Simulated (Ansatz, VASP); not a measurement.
**As in VASP and in Ansatz**

```
As
1.0
    -3.23120    3.23120    3.23120
     3.23120   -3.23120    3.23120
     3.23120    3.23120   -3.23120
As
4
Direct
  0.75000 0.75000 0.75000
  0.50000 0.00000 0.75000
  0.00000 0.75000 0.50000
  0.75000 0.50000 0.00000
```

Alike in both runs: task relaxation of cell and atoms; functional PBE; k mesh 4 × 4 × 4; occupations gaussian, width 0.1 eV; no spin polarisation.

|  | VASP | Ansatz |
| --- | --- | --- |
| version | VASP 6.6.1 | Ansatz 0.2.0 |
| potentials or method | VASP PAW PBE potentials, release 64 (As) | scalar-relativistic, plane waves, PAW |
| plane-wave cutoff (eV) | 600 | 420 |
| valence electrons in the cell | 20 | 60 |

|  | VASP | Ansatz | Ansatz less VASP |
| --- | --- | --- | --- |
| gap on the k mesh at the Fermi level, each at its own relaxed structure (eV) | none | none | - |
| relaxed volume (Å³/atom) | 43.28 | 42.75 | -0.529 |
| relaxed cell length with the largest relative difference (Å) | 6.081 | 6.056 | -0.0249 |
| energy change over the relaxation (meV/atom) | -280 | -268 | +12.2 |

A gap of «none» marks a metal or a gap that the smearing closes. The two sets of potentials don't hold the same shells in valence.

Caveats: the volume moved by over 15 % at a fixed basis, so the end points are rough (VASP).
